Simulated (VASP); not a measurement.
A run of VASP 6.6.1 is set up as follows.

Contents of INCAR:

```
SYSTEM = PtS2
PREC     = Accurate       ! precision mode
ENCUT    = 520            ! plane-wave cutoff, eV
EDIFF    = 1E-6           ! SCF threshold, eV
ISMEAR   = 0              ! smearing method
SIGMA    = 0.011          ! smearing width, eV
LREAL    = .FALSE.        ! projectors in reciprocal space
LASPH    = .TRUE.         ! aspherical terms in the spheres
NELM     = 60             ! most SCF steps
ALGO     = Normal         ! electronic algorithm
ISIF     = 2              ! what is computed and relaxed
LWAVE    = .FALSE.        ! write WAVECAR
LCHARG   = .FALSE.        ! write CHGCAR
GGA      = PE             ! functional
NBANDS   = 18             ! bands
```

File KPOINTS:

```
Automatic mesh
0
G
  9 9 5
  0 0 0
```

The input POSCAR:

```
PtS2
1.0
    3.5432000000      0.0000000000      0.0000000000
   -1.7716000000      3.0685012107      0.0000000000
    0.0000000000      0.0000000000      5.0388000000
Pt S
1 2
Direct
    0.0000000000      0.0000000000      0.0000000000
    0.6666666667      0.3333333333      0.7730000000
    0.3333333333      0.6666666667      0.2270000000
```

Potentials or basis: VASP PAW PBE potentials, release 64 (Pt, S).

The run is started by

```console
$ cat potpaw_PBE.64/Pt/POTCAR potpaw_PBE.64/S/POTCAR > POTCAR
$ mpirun -np 1 vasp_std > vasp.out
```

(1) Predict the pressure.

(2) What does it give for the largest force?

Results:

(1) 11.1 GPa.

(2) 1.213 eV/Å.

Caveat: forces of over 1 eV/Å show positions far from the minimum, so gaps and moduli don't describe the material at rest.
